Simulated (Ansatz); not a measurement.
# Crystal structures of rubidium under PBE

The calculation used DFT, PBE, plane waves (420 eV) with PAW, scalar-relativistic (Ansatz).

Each structure is relaxed within its own symmetry, so a high-lying one may be dynamically unstable.

| structure | ΔE (meV/atom) | V (Å³/atom) | cell | magnetic state |
| --- | --- | --- | --- | --- |
| hcp | -1 | 91.32 | a = 5.039 Å, c = 8.305 Å (c/a = 1.648) | spin not included |
| dhcp | -1 | 91.29 | a = 5.037 Å, c = 16.618 Å (c/a = 3.299) | spin not included |
| fcc | 0 | 91.49 | a = 7.153 Å | spin not included |
| bcc | 0 | 91.23 | a = 5.672 Å | spin not included |
| A15 | 8 | 92.14 | a = 9.033 Å | spin not included |
| omega (AlB2-type) | 8 | 91.64 | a = 8.094 Å, c = 4.846 Å (c/a = 0.599) | spin not included |
| simple cubic | 95 | 98.94 | a = 4.625 Å | spin not included |
| diamond | 261 | 140.44 | a = 10.396 Å | spin not included |

ΔE counts from bcc.

Differences under about 8 meV lie within the error of the k-point mesh.
